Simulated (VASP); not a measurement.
# Ge (I4_1/amd) in VASP: further runs

Runs on Ge. Level: PBEsol. Tasks: relaxation of cell and atoms.

Program: VASP 6.6.1. These are calculated values, not measurements. Logs are shortened: lines on timing, memory, paths and dates and some standing lists are left out, and cuts for length are marked.

### Step 1. The crystal as given

Symmetry: I4_1/amd, No. 141, tetragonal system. Conventional cell: a = 5.149 Å, b = 5.149 Å, c = 2.795 Å, α = 90.00°, β = 90.00°, γ = 90.00°. Around Ge (site symmetry -4m2) lie 6 Ge at 2.67 to 2.79 Å.

This isn't the form of Ge at room conditions, which is diamond.

### Step 2. Relaxation of cell and atoms, PBEsol, target pressure 13.3 GPa, at which the enthalpy is minimised

The input, INCAR:

```
PREC     = Accurate       # precision mode
ENCUT    = 520            # plane-wave cutoff, eV
EDIFF    = 1E-7           # SCF threshold, eV
ISMEAR   = 0              # smearing method
SIGMA    = 0.02           # smearing width, eV
LREAL    = F              # projectors in reciprocal space
LASPH    = T              # aspherical terms in the spheres
NELM     = 80             # most SCF steps
ALGO     = Fast           # electronic algorithm
ISIF     = 3              # what is computed and relaxed
LWAVE    = F              # write WAVECAR
LCHARG   = F              # write CHGCAR
GGA      = PS             # functional
IBRION   = 2              # ionic algorithm
NSW      = 80             # ionic steps
EDIFFG   = -0.002         # ionic threshold
PSTRESS  = 133.0
```

The input, KPOINTS:

```
regular mesh
0
Gamma
  8 8 8
```

The input, POSCAR:

```
Ge
1.0
   -2.5744897200      2.5744897200      1.3974126400
    2.5744897200     -2.5744897200      1.3974126400
    2.5744897200      2.5744897200     -1.3974126400
Ge
2
Direct
    0.2500000000      0.7500000000      0.5000000000
    0.5000000000      0.5000000000      0.0000000000
```

Potentials or basis: VASP PAW PBE potentials, release 64 (Ge_d).

Started as:

```console
cat potpaw_PBE.64/Ge_d/POTCAR > POTCAR
mpirun -np 1 vasp_std > vasp.out
```

OUTCAR:

```text
PREC = Accurate
   ENCUT = 520
   EDIFF = 1E-7
   ISMEAR = 0
   LREAL = F
   LASPH = T
   NELM = 80
   ISIF = 3
   GGA = PS
   IBRION = 2
   NSW = 80
   EDIFFG = -0.002
   PSTRESS = 133.0

 ion  position               nearest neighbor table
   1  0.250  0.750  0.500-   2 2.67   2 2.67   2 2.67   2 2.67
   2  0.500  0.500  0.000-   1 2.67   1 2.67   1 2.67   1 2.67

  LATTYP: Found a body centered tetragonal cell.
 ALAT       =     5.1489794400
 C/A-ratio  =     0.5427920839

  Lattice vectors:

 A1 = (  -2.5744897200,   2.5744897200,   1.3974126400)
 A2 = (   2.5744897200,  -2.5744897200,   1.3974126400)
 A3 = (   2.5744897200,   2.5744897200,  -1.3974126400)

Analysis of symmetry for initial positions (statically):
=====================================================================
 Subroutine PRICEL returns:
 Original cell was already a primitive cell.

 Routine SETGRP: Setting up the symmetry group for a
 body centered tetragonal supercell.

 Subroutine GETGRP returns: Found 16 space group operations
 (whereof  8 operations were pure point group operations)
 out of a pool of 16 trial point group operations.

The static configuration has the point symmetry D_2d.
 The point group associated with its full space group is D_4h.

Analysis of symmetry for dynamics (positions and initial velocities):
=====================================================================
 Subroutine PRICEL returns:
 Original cell was already a primitive cell.

 Routine SETGRP: Setting up the symmetry group for a
 body centered tetragonal supercell.

 Subroutine GETGRP returns: Found 16 space group operations
 (whereof  8 operations were pure point group operations)
 out of a pool of 16 trial point group operations.

The dynamic configuration has the point symmetry D_2d.
 The point group associated with its full space group is D_4h.

 Subroutine INISYM returns: Found 16 space group operations
 (whereof  8 operations are pure point group operations),
 and found     1 'primitive' translations

----------------------------------------------------------------------------------------

                                     Primitive cell

  volume of cell :      37.0482

[... 106 lines left out ...]
   IMIX   =      4    mixing-type and parameters
     AMIX     =   0.40;   BMIX     =  1.00
     AMIX_MAG =   1.60;   BMIX_MAG =  1.00
  volume/ion in A,a.u.               =      18.52       125.01
  Fermi-wavevector in a.u.,A,eV,Ry     =   1.491209  2.817976 30.255333  2.223704
  Thomas-Fermi vector in A             =   2.603893
   LORBIT       =      0    0 simple, 1 ext, 2 COOP (PROOUT), +10 PAW based schemes
   GGA     = PS    functional components
   LHFCALC =     F    Hartree Fock is set to
   AEXX    =    0.0000 exact exchange contribution
   IVDW    =     0    specifies the selected vdW correction
   LEPSILON=     F    determine dielectric tensor
   LRPA    =     F    only Hartree local field effects (RPA)
 conjugate gradient relaxation of ions
 non-spin polarized calculation
 RMM-DIIS sequential band-by-band and
 Gauss-broadening in eV      SIGMA  =   0.02
  energy-cutoff  :      520.00
  volume of cell :       37.05
 maximum number of plane-waves:      1021
 NGX is ok and might be reduce to    30
   NGX = 15   NGY = 15   NGZ = 15

--------------------------------------- Ionic step        1  -------------------------------------------

 number of electron      28.0000028 magnetization

 Free energy of the ion-electron system (eV)
  ---------------------------------------------------
  ext. energy  EPLUGINS =         0.00000000
  ---------------------------------------------------
  free energy    TOTEN  =        -9.51657349 eV

  energy without entropy =       -9.51628550  energy(sigma->0) =       -9.51642950

------------------------ aborting loop because EDIFF is reached ----------------------------------------

  FORCE on cell =-STRESS in cart. coord.  units (eV):
  Direction    XX          YY          ZZ          XY          YZ          ZX
  --------------------------------------------------------------------------------------
  -------------------------------------------------------------------------------------
  Total       -0.5206136     -0.5206136      0.6077218      0.0000000     -0.0000000      0.0000000
  in kB      -22.5143340    -22.5143340     26.2813963      0.0000000     -0.0000000      0.0000000
  external PRESSURE =    -139.2490905 kB  Pullay stress =     133.0000000 kB
[... 97 lines left out ...]
  energy  without entropy=       -9.3601813171  energy(sigma->0) =       -9.36057157

  enthalpy is  TOTEN    =        -6.6718148358 eV   P V=        2.6891469826

[... ionic steps 4 to 9 ...]

--------------------------------------- Ionic step       10  -------------------------------------------

 number of electron      28.0000009 magnetization

------------------------ aborting loop because EDIFF is reached ----------------------------------------
[... 71 lines left out ...]
--------------------------------------- Ionic step       12  -------------------------------------------

 number of electron      28.0000009 magnetization

 Free energy of the ion-electron system (eV)
  ---------------------------------------------------
  ext. energy  EPLUGINS =         0.00000000
  ---------------------------------------------------
  free energy    TOTEN  =        -9.37332627 eV

  energy without entropy =       -9.37275533  energy(sigma->0) =       -9.37304080

 E-fermi :   8.1816     XC(G=0): -12.1698

 val. band max:        8.1682145422   @ k =   0.5000   0.1250  -0.0000
 cond. band min:       8.1844042734   @ k =   0.2500   0.1250  -0.0000
 fundamental gap:      0.0161897312
 Fermi energy:         8.1816118183

 k-point     1 :       0.0000    0.0000    0.0000
  band No.  band energies     occupation
      1     -16.6216      2.00000
      2     -16.5172      2.00000
      3     -16.5029      2.00000
      4     -16.4605      2.00000
      5     -16.3443      2.00000
      6     -16.3443      2.00000
[... 481 lines left out ...]
      5     -16.4052      2.00000
      6     -16.3344      2.00000
[... 10 lines left out ...]
     17      12.7586      0.00000
     18      14.4261      0.00000

 [... further k-points ...]

------------------------ aborting loop because EDIFF is reached ----------------------------------------

  FORCE on cell =-STRESS in cart. coord.  units (eV):
  Direction    XX          YY          ZZ          XY          YZ          ZX
  --------------------------------------------------------------------------------------
  -------------------------------------------------------------------------------------
  Total        2.6898096      2.6898096      2.6853852      0.0000000     -0.0000000      0.0000000
  in kB      133.0965431    133.0965431    132.8776192      0.0000000     -0.0000000      0.0000000
  external PRESSURE =       0.0235685 kB  Pullay stress =     133.0000000 kB
[... 21 lines left out ...]
  energy  without entropy=       -9.3727553346  energy(sigma->0) =       -9.37304080

  enthalpy is  TOTEN    =        -6.6854677743 eV   P V=        2.6878584992

 reached required accuracy - stopping structural energy minimisation
```

CONTCAR:

```text
Ge
   1.00000000000000
    -2.4262029383272412    2.4262029383272412    1.3751532614545092
     2.4262029383272412   -2.4262029383272412    1.3751532614545092
     2.4262029383272412    2.4262029383272412   -1.3751532614545092
  Ge
     2
Direct
     0.2500000000000000    0.7500000000000000    0.5000000000000000
     0.5000000000000000    0.5000000000000000    0.0000000000000000

  0.00000000E+00  0.00000000E+00  0.00000000E+00
  0.00000000E+00  0.00000000E+00  0.00000000E+00
```

Wall time 5.7 min (1 thread of Intel Xeon Platinum 8488C (Sapphire Rapids), shared host); peak memory 0.18 GiB.

What came out:

| Quantity | Value |
| --- | --- |
| Free energy | -9.3733 eV |
| Relaxed volume | 16.19 Å³/atom |
| Relaxed cell | a = 3.696 Å, b = 3.696 Å, c = 3.696 Å, α = 97.96°, β = 97.96°, γ = 136.32° |
| Space group after relaxing (to 0.05 Å) | I4_1/amd (No. 141) |
| Energy change on relaxing (the enthalpy is what falls) | +71.6 meV/atom |
| Ionic steps | 12 |
| Pressure after relaxing | 13.3 GPa |
| Band gap on the k mesh | none (metal or under the smearing width) |

Step by step:
```tsv
step	energy change (eV)	largest force (eV/Å)	pressure (GPa)	volume (Å³)
1	0.0000	0.0000	-0.62	37.05
2	0.5996	0.0000	32.22	29.06
3	0.1556	0.0000	13.41	32.39
4	0.1629	0.0000	13.79	32.31
5	0.1486	0.0000	13.46	32.32
6	0.1482	0.0000	13.50	32.32
7	0.1483	0.0000	13.59	32.32
8	0.1481	0.0000	13.65	32.32
9	0.1350	0.0000	12.85	32.48
10	0.1427	0.0000	13.31	32.39
11	0.1425	0.0000	13.28	32.39
12	0.1432	0.0000	13.30	32.38
```

Final structure:
```yaml
crystal:
  lattice:
    - [-2.42620, 2.42620, 1.37515]
    - [2.42620, -2.42620, 1.37515]
    - [2.42620, 2.42620, -1.37515]
  atoms:
    - { symbol: Ge, position: [0.25000, 0.75000, 0.50000] }
    - { symbol: Ge, position: [0.50000, 0.50000, 0.00000] }
```

Levels at points of the mesh, in eV from the Fermi level:
| k point | band 11 | band 12 | band 13 | band 14 | band 15 | band 16 | band 17 | band 18 |
| --- | --- | --- | --- | --- | --- | --- | --- | --- |
| (0.00, 0.00, 0.00) | -14.49 | -2.92 | -2.46 | -2.46 | 3.20 | 8.51 | 8.73 | 9.02 |
| (0.50, 0.00, 0.00) | -8.71 | -7.17 | -2.32 | -2.12 | -1.82 | 2.23 | 4.19 | 6.45 |
| (0.50, 0.50, 0.00) | -11.32 | -11.32 | 0.91 | 0.91 | 2.80 | 2.80 | 7.55 | 7.55 |
| (0.50, 0.50, 0.50) | -9.01 | -9.01 | -6.75 | -6.75 | 5.76 | 5.76 | 13.43 | 13.43 |

Caveat: the cell is relaxed towards a set pressure, so the enthalpy falls and the energy may rise; the PAW data sets were made with another functional, which shifts forces and pressure a little.

[end of part 1 of 2]
